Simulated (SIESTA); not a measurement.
Ti:

```
Ti
1.0
     2.95000    0.00000    0.00000
    -1.47500    2.55477    0.00000
     0.00000    0.00000    4.68000
Ti
2
Direct
  0.66667 0.33333 0.75000
  0.33333 0.66667 0.25000
```

Base run:

| Item | Value |
| --- | --- |
| Program | SIESTA 5.4.2 |
| Functional | LDA |
| Potentials or basis | PseudoDojo 0.4 standard (LDA files) |
| Basis | DZP (energy shift 0.003 Ry; two zetas on semicore shells) |
| Grid cutoff | 800 Ry |
| Energy shift | 0.003 Ry |
| k mesh | 10 × 10 × 6 |
| Occupations | fermi-dirac, width 0.05 eV |
| Spin | no spin polarisation |

Its results: band gap on the k mesh none (metal or under the smearing width); pressure -9.5 GPa.

**Question.** The run is repeated on the same cell with these changes: functional from LDA to PBE; potentials or basis from PseudoDojo 0.4 standard (LDA files) to PseudoDojo 0.4 standard (PBE files). What comes out?

**Answer.** Band gap on the k mesh none (metal or under the smearing width); pressure -1.3 GPa.

Caveats: the basis of atomic orbitals isn't converged, which shifts pressures, moduli and gaps.

Not every run made on this cell is shown here.
